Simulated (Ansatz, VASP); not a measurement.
GaN: VASP beside Ansatz

```
Ga N
1.0
     0.00000    2.10852    2.10852
     2.10852    0.00000    2.10852
     2.10852    2.10852    0.00000
Ga N
1 1
Cartesian
  0.0000 0.0000 0.0000
  2.1085 2.1085 2.1085
```

Alike in both runs: task single point; functional PBE; k mesh 8 × 8 × 8; no spin polarisation.

```csv
,VASP,Ansatz
version,VASP 6.6.1,Ansatz 0.2.0
potentials or method,"VASP PAW PBE potentials, release 64 (Ga_d, N)",plane waves
plane-wave cutoff (eV),520,420
occupations,"gaussian, width 0.01 eV",fixed
valence electrons in the cell,18,18
```

Ansatz gave:

```
gap on the k mesh at the Fermi level (eV) : 0.66
pressure (GPa)                            : 8.2
```

Q: Estimate VASP's values.

A: gap on the k mesh at the Fermi level (eV): 0.65; pressure (GPa): 9.1.

A k mesh can miss the band edges.
